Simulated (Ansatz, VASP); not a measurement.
# Sb: VASP beside Ansatz

File INCAR:

```
SYSTEM = Sb
ALGO = Normal
EDIFF = 1E-7
ENCUT = 520
GGA = PS
ISIF = 2
ISMEAR = 0
LASPH = .True.
LCHARG = .True.
LELF = .True.
LREAL = .False.
LVHAR = .True.
LWAVE = .False.
NBANDS = 8
NELM = 100
PREC = Accurate
SIGMA = 0.15
```

File KPOINTS:

```
k-points
0
Gamma
  16 16 16
  0 0 0
```

POSCAR

```
Sb
1.0
    3.1600000000      0.0000000000      0.0000000000
    0.0000000000      3.5745920000      0.0000000000
    0.0000000000      0.0000000000      3.1600000000
Sb
1
Direct
    0.0000000000      0.0000000000      0.0000000000
```

Input for Ansatz:

```yaml
crystal:
  lattice:
    - [3.16, 0.0, 0.0]
    - [0.0, 3.574592, 0.0]
    - [0.0, 0.0, 3.16]
  atoms:
    - { symbol: Sb, position: [0.0, 0.0, 0.0] }
basis:
  ecutwfc: 420
kpoints:
  mp_grid: { grid: [16, 16, 16] }
hamiltonian:
  xc: pbesol
scf:
  occupations: { method: gaussian, width: 0.15 }
output:
  forces: true
  stress: true
  eigenvalues: true
```

Change from the starting cell: strain +0.1312 x Voigt [0, 1, 0, 0, 0, 0], atoms carried along.

Alike in both runs: task single point; functional PBEsol; k mesh 16 × 16 × 16; occupations gaussian, width 0.15 eV; no spin polarisation.

|  | VASP | Ansatz |
| --- | --- | --- |
| version | VASP 6.6.1 | Ansatz 0.2.0 |
| potentials or method | VASP PAW PBE potentials, release 64 (Sb) | scalar-relativistic, plane waves, PAW |
| plane-wave cutoff (eV) | 520 | 420 |
| valence electrons in the cell | 5 | 15 |

|  | VASP | Ansatz | Ansatz less VASP |
| --- | --- | --- | --- |
| gap on the k mesh at the Fermi level (eV) | none | none | - |
| pressure (GPa) | -7.3 | -7.3 | 0.00 |
| largest component of the traceless stress (GPa) | 3.13 | 3.11 | -0.015 |

A gap of «none» marks a metal or a gap that the smearing closes. The two sets of potentials don't hold the same shells in valence.

Caveats: the PAW data sets were made with another functional, which shifts forces and pressure a little (VASP). Spin-orbit coupling is left out, which matters for the levels of Sb.
